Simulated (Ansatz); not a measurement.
The system is MnAs.

```
As Mn
1.0
     3.71000    0.00000    0.00000
    -1.85500    3.21295    0.00000
     0.00000    0.00000    5.69100
As Mn
2 2
Direct
  0.66667 0.33333 0.75000
  0.33333 0.66667 0.25000
  0.00000 0.00000 0.50000
  0.00000 0.00000 0.00000
```

Base run:

* Program: Ansatz 0.2.0
* Functional: PBEsol
* Potentials or basis: all-electron LAPW, scalar-relativistic
* Cutoff: 254 eV
* Density cutoff: 1017 eV
* Basis error allowed: 0.002 eV/atom
* k mesh: 8 × 8 × 5
* Occupations: fermi-dirac, width 0.05 eV
* Spin: collinear spin, ferromagnetic start
* Starting moments: [0.0, 0.0, 4.0, 4.0] μB

Its results: pressure -8.7 GPa; net moment 6.23 μB per cell; site moments As -0.13; Mn +3.21 μB.

**Question.** After a change of settings the same cell gave: pressure -14.0 GPa; net moment 5.88 μB per cell; site moments As -0.12; Mn +3.02 μB. Which change was it?
A. basis error allowed from 0.002 eV/atom to 0.001 eV/atom
B. functional from PBEsol to LDA
C. functional from PBEsol to PBE

**Answer.** B.

LDA binds more tightly than PBEsol, so the same cell stands under less pressure.

Caveats: only a ferromagnetic start was run, and an antiferromagnetic order may lie lower in energy.

Not every run made on this cell is shown here.
